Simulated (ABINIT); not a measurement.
The system is Rh.

```
Rh
1.0
     0.00000    1.89785    1.89785
     1.89785    0.00000    1.89785
     1.89785    1.89785    0.00000
Rh
1
Direct
  0.00000 0.00000 0.00000
```

Base run:

- Program: ABINIT 10.8.3 (patched build)
- Functional: BLYP
- Potentials or basis: JTH PAW PBE v2.0
- Cutoff: 435 eV
- k mesh: 12 × 12 × 12
- Occupations: fermi-dirac, width 0.05 eV
- Spin: spin-orbit coupling, no magnetisation

Its results: band gap on the k mesh none (metal or under the smearing width); pressure 21.6 GPa.

After a change of settings the same cell gave: band gap on the k mesh none (metal or under the smearing width); pressure -3.5 GPa. Which change was it?
A. spin from spin-orbit coupling, no magnetisation to no spin polarisation
B. functional from BLYP to PBEsol
C. functional from BLYP to RPBE; spin from spin-orbit coupling, no magnetisation to no spin polarisation

B.

PBEsol binds more tightly than BLYP, so the same cell stands under less pressure.

Caveats: so large a pressure means that the cell lies far from this level's equilibrium, or that cutoff or potentials fall short (some runs); the potentials were made for another functional, which shifts forces and pressure (some runs); the PAW data sets were made with another functional, which shifts forces and pressure a little (some runs).
